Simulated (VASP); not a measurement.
# MgH2 (Fm-3m) in VASP: reference runs

How does MgH2 come out in PBE? The cell is run as given and disturbed.

Program: VASP 6.6.1. These are calculated values, not measurements. Logs are shortened: lines on timing, memory, paths and dates and some standing lists are left out, and cuts for length are marked.

### 1 The structure

The structure is cubic, space group Fm-3m (No. 225). The conventional cell has a = 4.762 Å, b = 4.762 Å, c = 4.762 Å, α = 90.00°, β = 90.00°, γ = 90.00°. Around Mg (site symmetry m-3m) lie 8 H at 2.06 Å. Around H (site symmetry -43m) lie 4 Mg at 2.06 Å.

Measurements of this composition are mostly on another form, of space group No. 136.

### 2 Single point, PBE

Input file INCAR:

```
PREC = Accurate ; ENCUT = 520
EDIFF = 1E-7 ; ISMEAR = -1
SIGMA = 0.05 ; LREAL = F
LASPH = T ; NELM = 60
ALGO = Normal ; ISIF = 2
LWAVE = F ; LCHARG = T
GGA = PE ; LELF = T
LVHAR = T ; NBANDS = 9
```

Input file KPOINTS:

```
Automatic mesh
0
Gamma
  10 10 10
```

Input file POSCAR:

```
MgH2
1.0
    0.0000000000      2.3810671667      2.3810671667
    2.3810671667      0.0000000000      2.3810671667
    2.3810671667      2.3810671667      0.0000000000
Mg H
1 2
Direct
    0.0000000000      0.0000000000      0.0000000000
    0.2500000000      0.2500000000      0.2500000000
    0.7500000000      0.7500000000      0.7500000000
```

Potentials or basis: VASP PAW PBE potentials, release 64 (Mg, H).

On the command line:

```
$ cat potpaw_PBE.64/Mg/POTCAR potpaw_PBE.64/H/POTCAR > POTCAR
$ mpirun -np 1 vasp_std > vasp.out
```

OUTCAR:

```text
PREC = Accurate
   ENCUT = 520
   EDIFF = 1E-7
   ISMEAR = -1
   LREAL = F
   LASPH = T
   NELM = 60
   ISIF = 2
   GGA = PE

 ion  position               nearest neighbor table
   1  0.000  0.000  0.000-   2 2.06   3 2.06   3 2.06   3 2.06   3 2.06   2 2.06   2 2.06   2 2.06

   2  0.250  0.250  0.250-   1 2.06   1 2.06   1 2.06   1 2.06
   3  0.750  0.750  0.750-   1 2.06   1 2.06   1 2.06   1 2.06

  LATTYP: Found a face centered cubic cell.
 ALAT       =     4.7621343334

  Lattice vectors:

 A1 = (   0.0000000000,   2.3810671667,   2.3810671667)
 A2 = (   2.3810671667,   0.0000000000,   2.3810671667)
 A3 = (   2.3810671667,   2.3810671667,   0.0000000000)

Analysis of symmetry for initial positions (statically):
=====================================================================
 Subroutine PRICEL returns:
 Original cell was already a primitive cell.

 Routine SETGRP: Setting up the symmetry group for a
 face centered cubic supercell.

 Subroutine GETGRP returns: Found 48 space group operations
 (whereof 48 operations were pure point group operations)
 out of a pool of 48 trial point group operations.

The static configuration has the point symmetry O_h .

Analysis of symmetry for dynamics (positions and initial velocities):
=====================================================================
 Subroutine PRICEL returns:
 Original cell was already a primitive cell.

 Routine SETGRP: Setting up the symmetry group for a
 face centered cubic supercell.

 Subroutine GETGRP returns: Found 48 space group operations
 (whereof 48 operations were pure point group operations)
 out of a pool of 48 trial point group operations.

The dynamic configuration has the point symmetry O_h .

 Subroutine INISYM returns: Found 48 space group operations
 (whereof 48 operations are pure point group operations),
 and found     1 'primitive' translations

----------------------------------------------------------------------------------------

                                     Primitive cell

  volume of cell :      26.9988

  direct lattice vectors                    reciprocal lattice vectors
     0.000000000  2.381067167  2.381067167    -0.209989876  0.209989876  0.209989876
     2.381067167  0.000000000  2.381067167     0.209989876 -0.209989876  0.209989876
     2.381067167  2.381067167  0.000000000     0.209989876  0.209989876 -0.209989876

  length of vectors
     3.367337480  3.367337480  3.367337480     0.363713135  0.363713135  0.363713135

  position of ions in fractional coordinates (direct lattice)
     0.000000000  0.000000000  0.000000000
     0.250000000  0.250000000  0.250000000
     0.750000000  0.750000000  0.750000000

  ion indices of the primitive-cell ions
   primitive index   ion index
                 1           1
                 2           2
                 3           3

----------------------------------------------------------------------------------------

 KPOINTS: Automatic mesh

Automatic generation of k-mesh.
 Grid dimensions read from file:
 generate k-points for:   10   10   10

 Generating k-lattice:

  Cartesian coordinates                     Fractional coordinates (reciprocal lattice)
    -0.020998988  0.020998988  0.020998988     0.100000000  0.000000000  0.000000000
     0.020998988 -0.020998988  0.020998988     0.000000000  0.100000000  0.000000000
     0.020998988  0.020998988 -0.020998988     0.000000000  0.000000000  0.100000000

  Length of vectors
     0.036371313  0.036371313  0.036371313

  Shift w.r.t. Gamma in fractional coordinates (k-lattice)
     0.000000000  0.000000000  0.000000000

 Subroutine IBZKPT returns following result:
 ===========================================

 Found     47 irreducible k-points:

 Following reciprocal coordinates:
            Coordinates               Weight
  0.000000  0.000000  0.000000      1.000000
  0.100000  0.000000  0.000000      8.000000
  0.200000  0.000000  0.000000      8.000000
  0.300000  0.000000  0.000000      8.000000
  0.400000  0.000000  0.000000      8.000000
  0.500000  0.000000  0.000000      4.000000
[... 39 lines left out ...]
 -0.300000  0.400000  0.200000     24.000000
 -0.300000  0.500000  0.200000     12.000000
   k-points           NKPTS =     47   k-points in BZ     NKDIM =     47   number of bands    NBANDS=      9
   number of dos      NEDOS =    301   number of ions     NIONS =      3
   total plane-waves  NPLWV =  21952
   dimension x,y,z NGX =    28 NGY =   28 NGZ =   28
   dimension x,y,z NGXF=    56 NGYF=   56 NGZF=   56
   ions per type =               1   2
   NGX,Y,Z   is equivalent  to a cutoff of  13.82, 13.82, 13.82 a.u.
   NGXF,Y,Z  is equivalent  to a cutoff of  27.65, 27.65, 27.65 a.u.
 SYSTEM =  unknown system
   PREC   = accura    normal or accurate (medium, high low for compatibility)
   ISTART =      0    job   : 0-new  1-cont  2-samecut
   ICHARG =      2    charge: 1-file 2-atom 10-const
   ISPIN  =      1    spin polarized calculation?
   LNONCOLLINEAR =      F non collinear calculations
   LSORBIT =      F    spin-orbit coupling
   LASPH  =      T    aspherical Exc in radial PAW
   ENCUT  =  520.0 eV  38.22 Ry    6.18 a.u.   6.26  6.26  6.26*2*pi/ulx,y,z
   NELM   =     60;   NELMIN=  2; NELMDL= -5     # of ELM steps
   EDIFF  = 0.1E-06   stopping-criterion for ELM
   LREAL  =      F    real-space projection
   EDIFFG = 0.1E-05   stopping-criterion for IOM
   NSW    =      0    number of steps for IOM
   IBRION =     -1    ionic relax: 0-MD 1-quasi-New 2-CG
[... 8 lines left out ...]
   EMIN   =  10.00;   EMAX   =-10.00  energy-range for DOS
   EFERMI =   0.00;   METHOD = LEGACY
   ISMEAR =    -1;   SIGMA  =   0.05  broadening in eV -4-tet -1-fermi 0-gaus
   EFERMI_NEDOS =   21; number of points for ismear=-14 and -15
   IALGO  =     38    algorithm
   IMIX   =      4    mixing-type and parameters
     AMIX     =   0.40;   BMIX     =  1.00
     AMIX_MAG =   1.60;   BMIX_MAG =  1.00
  volume/ion in A,a.u.               =       9.00        60.73
  Fermi-wavevector in a.u.,A,eV,Ry     =   0.866257  1.636987 10.209817  0.750400
  Thomas-Fermi vector in A             =   1.984619
   LORBIT       =      0    0 simple, 1 ext, 2 COOP (PROOUT), +10 PAW based schemes
   GGA     = PE    functional components
   LHFCALC =     F    Hartree Fock is set to
   AEXX    =    0.0000 exact exchange contribution
   IVDW    =     0    specifies the selected vdW correction
   LEPSILON=     F    determine dielectric tensor
   LRPA    =     F    only Hartree local field effects (RPA)
 non-spin polarized calculation
  energy-cutoff  :      520.00
  volume of cell :       27.00
 maximum number of plane-waves:       745
 NGX is ok and might be reduce to    28
   NGX = 13   NGY = 13   NGZ = 13

 number of electron       4.0000000 magnetization

 Free energy of the ion-electron system (eV)
  ---------------------------------------------------
  ext. energy  EPLUGINS =         0.00000000
  ---------------------------------------------------
  free energy    TOTEN  =        -8.49807448 eV

  energy without entropy =       -8.49625495  energy(sigma->0) =       -8.49716471

 E-fermi :   2.9618     XC(G=0):  -8.9370

 val. band max:        2.8627734291   @ k =  -0.1000   0.1000   0.0000
 cond. band min:       3.0767660125   @ k =   0.5000   0.4000   0.0000
 fundamental gap:      0.2139925835
 Fermi energy:         2.9617833349

 k-point     1 :       0.0000    0.0000    0.0000
  band No.  band energies     occupation
      1      -6.9923      2.00000
      2       3.8743      0.00000
      3      12.2810      0.00000
      4      12.2810      0.00000
      5      12.2810      0.00000
      6      14.8449      0.00000
      7      14.8449      0.00000
      8      14.8449      0.00000
      9      15.5999      0.00000

 k-point     2 :       0.1000    0.0000    0.0000
  band No.  band energies     occupation
      1      -6.8098      2.00000
      2       3.4603      0.00009
      3      11.4034      0.00000
      4      12.0188      0.00000
      5      12.0188      0.00000
      6      14.7908      0.00000
      7      15.4127      0.00000
      8      15.4127      0.00000
      9      15.9381      0.00000

 k-point     3 :       0.2000    0.0000    0.0000
  band No.  band energies     occupation
      1      -6.2669      2.00000
      2       2.3192      1.99999
      3      10.2934      0.00000
      4      11.6341      0.00000
      5      11.6341      0.00000
      6      13.3353      0.00000
      7      15.3561      0.00000
      8      15.3561      0.00000
      9      17.0661      0.00000

 k-point     4 :       0.3000    0.0000    0.0000
  band No.  band energies     occupation
      1      -5.3793      2.00000
      2       0.7227      2.00000
      3       9.6714      0.00000
      4      11.4578      0.00000
      5      11.4578      0.00000
      6      11.9310      0.00000
      7      13.9440      0.00000
      8      13.9440      0.00000
      9      18.8990      0.00000
[... 397 lines left out ...]
 k-point    38 :      -0.4000    0.3000    0.1000
  band No.  band energies     occupation
      1      -2.4636      2.00000
      2      -1.4645      2.00000
      3       5.0691      0.00000
      4       6.3173      0.00000
      5      10.5449      0.00000
      6      13.7602      0.00000
      7      16.6566      0.00000
      8      18.3426      0.00000
      9      20.0735      0.00000

 k-point    39 :      -0.3000    0.3000    0.1000
  band No.  band energies     occupation
      1      -2.8015      2.00000
      2      -1.2256      2.00000
      3       5.0642      0.00000
      4       6.7016      0.00000
      5      11.3030      0.00000
      6      12.8633      0.00000
      7      17.2884      0.00000
      8      18.2455      0.00000
      9      19.1106      0.00000

 k-point    40 :      -0.2000    0.3000    0.1000
  band No.  band energies     occupation
      1      -3.9908      2.00000
      2      -0.1593      2.00000
      3       5.8468      0.00000
      4       7.5949      0.00000
      5      11.9410      0.00000
      6      12.3555      0.00000
      7      16.1753      0.00000
      8      16.9769      0.00000
      9      20.0830      0.00000

 [... further k-points ...]
[... 5 lines left out ...]
  --------------------------------------------------------------------------------------
  -------------------------------------------------------------------------------------
  Total       -0.0864480     -0.0864480     -0.0864480     -0.0000000     -0.0000000      0.0000000
  in kB       -5.1300374     -5.1300374     -5.1300374     -0.0000000     -0.0000000      0.0000000
  external PRESSURE =      -5.1300374 kB  Pullay stress =       0.0000000 kB

 VOLUME and BASIS-vectors are now :
 -----------------------------------------------------------------------------
  energy-cutoff  :      520.00
  volume of cell :       27.00
      direct lattice vectors                 reciprocal lattice vectors
     0.000000000  2.381067167  2.381067167    -0.209989876  0.209989876  0.209989876
     2.381067167  0.000000000  2.381067167     0.209989876 -0.209989876  0.209989876
     2.381067167  2.381067167  0.000000000     0.209989876  0.209989876 -0.209989876

 POSITION                                       TOTAL-FORCE (eV/Angst)
 -----------------------------------------------------------------------------------
      0.00000      0.00000      0.00000         0.000000     -0.000000      0.000000
      1.19053      1.19053      1.19053        -0.000000      0.000000      0.000000
      3.57160      3.57160      3.57160        -0.000000      0.000000     -0.000000
 -----------------------------------------------------------------------------------
    total drift:                                0.000000      0.000000      0.000000

  FREE ENERGIE OF THE ION-ELECTRON SYSTEM (eV)
  ---------------------------------------------------
  free  energy   TOTEN  =        -8.4980744813 eV

  energy  without entropy=       -8.4962549456  energy(sigma->0) =       -8.49716471
```

It took 15 s on 1 thread of Intel Xeon Platinum 8488C (Sapphire Rapids), shared host; peak memory 0.16 GiB.

Results:

```yaml
Free_energy: -8.4981 eV
Pressure: -0.5 GPa
Band_gap_on_the_k_mesh: none (metal or under the smearing width)
```

Levels at points of the mesh, in eV from the Fermi level:
| k point | band 1 | band 2 | band 3 | band 4 | band 5 | band 6 |
| --- | --- | --- | --- | --- | --- | --- |
| (0.00, 0.00, 0.00) | -9.95 | 0.91 | 9.32 | 9.32 | 9.32 | 11.88 |
| (0.50, 0.00, 0.00) | -5.71 | -5.61 | 6.79 | 7.24 | 9.02 | 9.02 |
| (0.50, 0.50, 0.00) | -5.71 | -2.35 | -0.37 | 4.70 | 4.70 | 7.93 |

### 3 Single point, PBE (atoms moved at random, drawn with an rms of 0.05 Å)

Input file INCAR:

```
PREC     = Accurate       # precision mode
ENCUT    = 520            # plane-wave cutoff, eV
EDIFF    = 1E-7           # SCF threshold, eV
ISMEAR   = -1             # smearing method
SIGMA    = 0.05           # smearing width, eV
LREAL    = False          # projectors in reciprocal space
LASPH    = True           # aspherical terms in the spheres
NELM     = 100            # most SCF steps
ALGO     = Normal         # electronic algorithm
ISIF     = 2              # what is computed and relaxed
LWAVE    = False          # write WAVECAR
LCHARG   = True           # write CHGCAR
GGA      = PE             # functional
LELF     = True           # ELF
LVHAR    = True         
NBANDS   = 9              # bands
```

Input file KPOINTS:

```
regular mesh
0
Gamma
  10 10 10
```

Input file POSCAR:

```
MgH2
1.0
    0.0000000000      2.3810671667      2.3810671667
    2.3810671667      0.0000000000      2.3810671667
    2.3810671667      2.3810671667      0.0000000000
Mg H
1 2
Direct
   -0.0160950000      0.0034010000      0.0262860000
    0.2623910000      0.2417660000      0.2249900000
    0.7556490000      0.7681490000      0.7496490000
```

Potentials or basis: VASP PAW PBE potentials, release 64 (Mg, H).

On the command line:

```
$ cat potpaw_PBE.64/Mg/POTCAR potpaw_PBE.64/H/POTCAR > POTCAR
$ mpirun -np 1 vasp_std > vasp.out
```

OUTCAR:

```text
PREC = Accurate
   ENCUT = 520
   EDIFF = 1E-7
   ISMEAR = -1
   LREAL = False
   LASPH = True
   NELM = 100
   ISIF = 2
   GGA = PE

 ion  position               nearest neighbor table
   1  0.984  0.003  0.026-   2 1.97   2 1.99   3 1.99   3 2.04   2 2.10   3 2.10   3 2.12   2 2.20

   2  0.262  0.242  0.225-   1 1.97   1 1.99   1 2.10   1 2.20
   3  0.756  0.768  0.750-   1 1.99   1 2.04   1 2.10   1 2.12

  LATTYP: Found a face centered cubic cell.
 ALAT       =     4.7621343334

  Lattice vectors:

 A1 = (   0.0000000000,   2.3810671667,   2.3810671667)
 A2 = (   2.3810671667,   0.0000000000,   2.3810671667)
 A3 = (   2.3810671667,   2.3810671667,   0.0000000000)

Analysis of symmetry for initial positions (statically):
=====================================================================
 Subroutine PRICEL returns:
 Original cell was already a primitive cell.

 Routine SETGRP: Setting up the symmetry group for a
 face centered cubic supercell.

 Subroutine GETGRP returns: Found  1 space group operations
 (whereof  1 operations were pure point group operations)
 out of a pool of 48 trial point group operations.

The static configuration has the point symmetry C_1 .

Analysis of symmetry for dynamics (positions and initial velocities):
=====================================================================
 Subroutine PRICEL returns:
 Original cell was already a primitive cell.

 Routine SETGRP: Setting up the symmetry group for a
 face centered cubic supercell.

 Subroutine GETGRP returns: Found  1 space group operations
 (whereof  1 operations were pure point group operations)
 out of a pool of 48 trial point group operations.

The dynamic configuration has the point symmetry C_1 .

 Subroutine INISYM returns: Found  1 space group operations
 (whereof  1 operations are pure point group operations),
 and found     1 'primitive' translations

----------------------------------------------------------------------------------------
[... 148 lines left out ...]
   AEXX    =    0.0000 exact exchange contribution
   IVDW    =     0    specifies the selected vdW correction
   LEPSILON=     F    determine dielectric tensor
   LRPA    =     F    only Hartree local field effects (RPA)
 non-spin polarized calculation
  energy-cutoff  :      520.00
  volume of cell :       27.00
 maximum number of plane-waves:       745
 NGX is ok and might be reduce to    28
   NGX = 13   NGY = 13   NGZ = 13

 number of electron       4.0000000 magnetization

 Free energy of the ion-electron system (eV)
  ---------------------------------------------------
  ext. energy  EPLUGINS =         0.00000000
  ---------------------------------------------------
  free energy    TOTEN  =        -8.45849586 eV

  energy without entropy =       -8.45671353  energy(sigma->0) =       -8.45760469

 E-fermi :   2.9744     XC(G=0):  -8.9327

 val. band max:        2.8979124694   @ k =   0.1000   0.5000  -0.4000
 cond. band min:       3.0736038815   @ k =   0.4000   0.5000   0.0000
 fundamental gap:      0.1756914121
 Fermi energy:         2.9744489714

 k-point     1 :       0.0000    0.0000    0.0000
  band No.  band energies     occupation
      1      -6.9944      2.00000
      2       3.8689      0.00000
      3      12.1252      0.00000
      4      12.2961      0.00000
      5      12.3457      0.00000
      6      14.7716      0.00000
      7      14.8257      0.00000
      8      14.8670      0.00000
      9      15.7586      0.00000
[... 457 lines left out ...]
 k-point    40 :       0.1000    0.1000   -0.2000
  band No.  band energies     occupation
      1      -5.5643      2.00000
      2       1.2636      2.00000
      3       9.0309      0.00000
      4      10.1114      0.00000
      5      10.6922      0.00000
      6      13.8132      0.00000
      7      14.9260      0.00000
      8      16.0327      0.00000
      9      16.1396      0.00000

 [... further k-points ...]

------------------------ aborting loop because EDIFF is reached ----------------------------------------

  FORCE on cell =-STRESS in cart. coord.  units (eV):
  Direction    XX          YY          ZZ          XY          YZ          ZX
  --------------------------------------------------------------------------------------
  -------------------------------------------------------------------------------------
  Total        0.0081467      0.0041307      0.0005615      0.0661063      0.0848559     -0.0257181
  in kB        0.4834472      0.2451259      0.0333224      3.9229141      5.0355574     -1.5261768
  external PRESSURE =       0.2539652 kB  Pullay stress =       0.0000000 kB

 VOLUME and BASIS-vectors are now :
 -----------------------------------------------------------------------------
  energy-cutoff  :      520.00
  volume of cell :       27.00
      direct lattice vectors                 reciprocal lattice vectors
     0.000000000  2.381067167  2.381067167    -0.209989876  0.209989876  0.209989876
     2.381067167  0.000000000  2.381067167     0.209989876 -0.209989876  0.209989876
     2.381067167  2.381067167  0.000000000     0.209989876  0.209989876 -0.209989876

 POSITION                                       TOTAL-FORCE (eV/Angst)
 -----------------------------------------------------------------------------------
      0.07069      2.40533      2.35084        -0.262076     -0.085054      0.145120
      1.11138      1.16049      1.20043         0.402621      0.117106      0.060488
      3.61398      3.58422      3.62827        -0.140545     -0.032052     -0.205609
 -----------------------------------------------------------------------------------
    total drift:                                0.000073      0.000004     -0.000091

  FREE ENERGIE OF THE ION-ELECTRON SYSTEM (eV)
  ---------------------------------------------------
  free  energy   TOTEN  =        -8.4584958586 eV

  energy  without entropy=       -8.4567135263  energy(sigma->0) =       -8.45760469
```

stdout:

```text
POSCAR found type information on POSCAR MgH
 POSCAR found :  2 types and       3 ions
 scaLAPACK will be used
 LDA part: xc-table for (Slater+PW92), standard interpolation
 POSCAR, INCAR and KPOINTS ok, starting setup
 FFT: planning ... GRIDC
 FFT: planning ... GRID_SOFT
 FFT: planning ... GRID
 WAVECAR not read
 entering main loop
```

Wall time 1.9 min (1 thread of Intel Xeon Platinum 8488C (Sapphire Rapids), shared host); peak memory 0.27 GiB.

What came out:

```yaml
Free_energy: -8.4585 eV
Pressure: 0.0 GPa
Largest_force: 0.424 eV/Å
Band_gap_on_the_k_mesh: none (metal or under the smearing width)
```

Forces in eV/Å, atoms in the order of the input:
```
Mg  -0.262 -0.085  0.145
H    0.403  0.117  0.060
H   -0.141 -0.032 -0.206
```
